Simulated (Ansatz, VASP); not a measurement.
## Au in VASP and in Ansatz

Contents of INCAR:

```
  ALGO = Fast
  EDIFF = 1E-7
  ENCUT = 500
  GGA = PE
  ISIF = 2
  ISMEAR = -1
  LASPH = T
  LCHARG = F
  LMAXMIX = 4
  LREAL = F
  LWAVE = F
  NBANDS = 12
  NELM = 60
  PREC = Accurate
  SIGMA = 0.05
```

KPOINTS

```
k-points
0
Gamma
  11 11 11
```

The input POSCAR:

```
Au
1.0
    0.0000000000      2.0350000000      2.0350000000
    2.0350000000      0.0000000000      2.0350000000
    2.0350000000      2.0350000000      0.0000000000
Au
1
Direct
    0.0000000000      0.0000000000      0.0000000000
```

KPOINTS_OPT

```
path GXWKGLUWLK,UX
10
line-mode
reciprocal
 0.0000000000  0.0000000000  0.0000000000  G
 0.5000000000  0.0000000000  0.5000000000  X

 0.5000000000  0.0000000000  0.5000000000  X
 0.5000000000  0.2500000000  0.7500000000  W

 0.5000000000  0.2500000000  0.7500000000  W
 0.3750000000  0.3750000000  0.7500000000  K

 0.3750000000  0.3750000000  0.7500000000  K
 0.0000000000  0.0000000000  0.0000000000  G

 0.0000000000  0.0000000000  0.0000000000  G
 0.5000000000  0.5000000000  0.5000000000  L

 0.5000000000  0.5000000000  0.5000000000  L
 0.6250000000  0.2500000000  0.6250000000  U

 0.6250000000  0.2500000000  0.6250000000  U
 0.5000000000  0.2500000000  0.7500000000  W

 0.5000000000  0.2500000000  0.7500000000  W
 0.5000000000  0.5000000000  0.5000000000  L

 0.5000000000  0.5000000000  0.5000000000  L
 0.3750000000  0.3750000000  0.7500000000  K

 0.6250000000  0.2500000000  0.6250000000  U
 0.5000000000  0.0000000000  0.5000000000  X
```

The input input.yaml:

```yaml
crystal:
  lattice:
    - [0.0, 2.035, 2.035]
    - [2.035, 0.0, 2.035]
    - [2.035, 2.035, 0.0]
  atoms:
    - { symbol: Au, position: [0.0, 0.0, 0.0] }
hamiltonian:
  xc: pbe
  pseudopotentials: { kind: paw }
kpoints:
  mp_grid: { grid: [11, 11, 11] }
  band_path:
    path:
      - [[0.0, 0.0, 0.0], [0.5, 0.0, 0.5], [0.5, 0.25, 0.75], [0.375, 0.375, 0.75], [0.0, 0.0, 0.0], [0.5, 0.5, 0.5], [0.625, 0.25, 0.625], [0.5, 0.25, 0.75], [0.5, 0.5, 0.5], [0.375, 0.375, 0.75]]
      - [[0.625, 0.25, 0.625], [0.5, 0.0, 0.5]]
    npoints: 14
scf:
  occupations: { method: fermi_dirac, width: 0.05 }
  n_extra_bands: 6
output:
  forces: true
  stress: true
  eigenvalues: true
  fatbands: false
  write_density: true
  write_potential: true
  elf: true
  volumetric_format: npy
```

Alike in both runs: task band structure; functional PBE; k mesh 11 × 11 × 11; occupations fermi-dirac, width 0.05 eV; no spin polarisation.

```csv
,VASP,Ansatz
version,VASP 6.6.1,Ansatz 0.2.0
potentials or method,"VASP PAW PBE potentials, release 54 (Au)",Ansatz PAW
plane-wave cutoff (eV),500,420
valence electrons in the cell,11,19
```

Ansatz gave:

* gap on the k mesh at the Fermi level (eV): none
* pressure (GPa): 10.8

Problem. Which values does VASP return?

Solution. gap on the k mesh at the Fermi level (eV): none; pressure (GPa): 10.5.

A gap of «none» marks a metal or a gap that the smearing closes. With one functional, cell and mesh, what is left measures potentials, basis and numerics. The two sets of potentials don't hold the same shells in valence.

Caveats: spin-orbit coupling is left out, which moves the levels of the heavy elements.
